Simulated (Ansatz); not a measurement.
Set up this calculation in Ansatz 0.2.0, as the native input.

| Item | Value |
| --- | --- |
| Task | relaxation of cell and atoms |
| Functional | RPBE |
| Dispersion | D4 |
| Potentials or basis | Ansatz PAW |
| Cutoff | 420 eV (not typed: the program's choice for these potentials) |
| k mesh | 11 × 11 × 11 |
| Occupations | fermi-dirac, width 0.05 eV |
| Spin | collinear spin, ferromagnetic start |
| Starting moments | [3.0, 0.0] μB |

The system is FeO (Wuestite).

```
Fe O
1.0
     0.00000    2.15540    2.15540
     2.15540    0.00000    2.15540
     2.15540    2.15540    0.00000
Fe O
1 1
Direct
  0.00000 0.00000 0.00000
  0.50000 0.50000 0.50000
```

These files were run (other wordings do the same):

input.yaml

```yaml
crystal:
  lattice:
    - [0.0, 2.1554, 2.1554]
    - [2.1554, 0.0, 2.1554]
    - [2.1554, 2.1554, 0.0]
  atoms:
    - { symbol: Fe, position: [0.0, 0.0, 0.0], spin: 3.0 }
    - { symbol: O, position: [0.5, 0.5, 0.5] }
hamiltonian:
  xc: rpbe
  pseudopotentials: { kind: paw }
  dispersion: d4
magnetization:
  spin_polarized: true
kpoints:
  mp_grid: { grid: [11, 11, 11] }
scf:
  occupations: { method: fermi_dirac, width: 0.05 }
output:
  forces: true
  stress: true
relax:
  f_tol: 0.01
  max_steps: 40
  cell: { stress_tol: 0.05 }
```

Potentials or basis: Ansatz PAW.

The run is started by

```sh
$ ansatz run input.yaml --threads 2 --pin off --max-ram 5632MiB --backend cpu --events-out ev --progress --plain --runs-dir out
```

It gave:

```yaml
Relaxed_volume: 9.85 Å³/atom
Relaxed_cell: a = 3.031 Å, b = 3.031 Å, c = 3.031 Å, α = 60.00°, β = 60.00°, γ = 60.00°
Space_group_after_relaxing_to_0.05_Å: Fm-3m (No. 225)
Energy_gained_by_relaxing: 2.3 meV/atom
Ionic_steps: 14
Pressure_after_relaxing: 0.0 GPa
Net_moment: 4.00 μB per cell
Absolute_moment: 4.02 μB per cell
Site_moments: Fe +3.45; O +0.32 μB
```

Caveat: the plane-wave basis is chosen anew once the cell has moved, so the energies of steps on either side of that aren't comparable; the pressure holds a Pulay correction of +0.6 GPa for the finite cutoff; a cell with one magnetic atom can't hold antiferromagnetic order, which such compounds often take; the PAW data sets come from PBE, with cores solved anew for the run's functional, which leaves a small shift of forces and pressure.

It took 46 s on 2 threads of Intel(R) Xeon(R) Platinum 8488C (Sapphire Rapids), with other jobs on the host, peak memory 0.35 GiB.
